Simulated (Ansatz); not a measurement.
Two G0W0 runs on WS2 (2H monolayer).

The cell holds 3 atoms: 1 W and 2 S. Its edges and angles: a = 3.188 Å, b = 3.188 Å, c = 29.500 Å, α = 90.0°, β = 90.0°, γ = 120.0°. Vacuum lies along c.

```xyz
3
Lattice="3.1877 0.0000 0.0000 -1.5938 2.7606 0.0000 0.0000 0.0000 29.5000" Properties=species:S:1:pos:R:3
W     0.0000    1.8404   14.7500
S     1.5938    0.9202   16.3215
S     1.5938    0.9202   13.1785
```

The structure was relaxed with PBE. The runs that relaxed it are not among those shown. Spin-orbit coupling is left out unless a run names it. PAW set soft_2, made with PBE.

The first (Ansatz 0.2.0; start PBE, 3×3×1 mesh, 196 empty bands, screening to 48 eV; 1 × NVIDIA H100 80GB HBM3 (shared by 3 runs) with 3 threads of AMD EPYC 7R13 (Zen 3), shared host) gave, on its mesh: starting gap 1.79 eV, G0W0 gap 2.36 eV, mean of 1 + 4πα/V (set by the cell height) 3.64, 4.5 s.

The second changes mesh from 3×3×1 to 18×18×1. What does it give?

It gave: starting gap 1.81 eV, G0W0 gap 2.63 eV, mean of 1 + 4πα/V (set by the cell height) 2.82, 2 min. The G0W0 gap moves by +0.27 eV, +0.02 eV from the start and +0.24 eV from the correction. Σc changes by −0.75 eV at the valence top and +0.97 eV at the conduction bottom, and Σx − Vxc between them by −1.48 eV.

Limits: not at the basis limit; coarse mesh for a sheet; no spin-orbit coupling.

[Paths, hosts, dates, memory and timing lines, banners, echoed tables and standing remarks are left out of the program output.]

[Logs are printed without paths, hosts, clocks, repeated set-up lines and the standing remarks that a program may print on its own settings, such as how far it seeks lower states.]

[Runs of the session that timed out or met a known fault of the program may be left out.]

[Cells called generated may have been cut or substituted from an entry of the Crystallography Open Database or the Materials Project.]

[Hosts, paths, dates, database ids (printed as entryN), source tags and the programs' standing remarks are cut or masked in the printed files.]
